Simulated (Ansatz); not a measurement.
Crystal: MnO.

```
Mn O
1.0
     2.96949    0.00000    0.00000
    -1.48474    2.57165    0.00000
     0.00000    0.00000    2.89807
Mn O
1 1
Cartesian
  0.0000 0.0000 0.0000
  1.4847 0.8572 1.4490
```

Measurements of this composition are mostly on another form, of space group No. 225.

* Program: Ansatz 0.2.0
* Task: relaxation of cell and atoms
* Functional: RPBE
* Dispersion: D3(BJ)
* Potentials or basis: Ansatz PAW
* Cutoff: 420 eV (not typed: the program's choice for these potentials)
* k mesh: 10 × 10 × 9
* Occupations: fermi-dirac, width 0.05 eV
* Spin: collinear spin, ferromagnetic start
* Starting moments: [4.0, 0.0] μB

At the start: volume 11.07 Å³/atom.

Question: How do energy, volume and symmetry change on relaxing?

Answer: It ends after 8 steps and the volume is 10.23 Å³/atom (-7.5 %); space group P-6m2 (No. 187, to 0.05 Å); moment 4.54 μB per cell.

Step by step:
```csv
step,energy change (eV),largest force (eV/Å),volume (Å³)
1,0.0000,0.0000,22.13
2,-0.0499,0.0000,21.63
3,-0.0716,0.0000,20.75
4,-0.0732,0.0000,20.50
5,-0.0694,0.0000,20.50
6,-0.0697,0.0000,20.45
7,-0.0696,0.0000,20.46
8,-0.0695,0.0000,20.46
```

Final structure:
```
Mn O
1.0
     2.93219    0.00000    0.00000
    -1.46610    2.53935    0.00000
     0.00000    0.00000    2.74815
Mn O
1 1
Cartesian
  0.0000 0.0000 0.0000
  1.4661 0.8465 1.3741
```

Caveat: the plane-wave basis is chosen anew once the cell has moved, so the energies of steps on either side of that aren't comparable; the pressure holds a Pulay correction of +0.6 GPa for the finite cutoff; a cell with one magnetic atom can't hold antiferromagnetic order, which such compounds often take; pairwise dispersion overbinds metals, which lowers pressure and volume; the PAW data sets come from PBE, with cores solved anew for the run's functional, which leaves a small shift of forces and pressure.
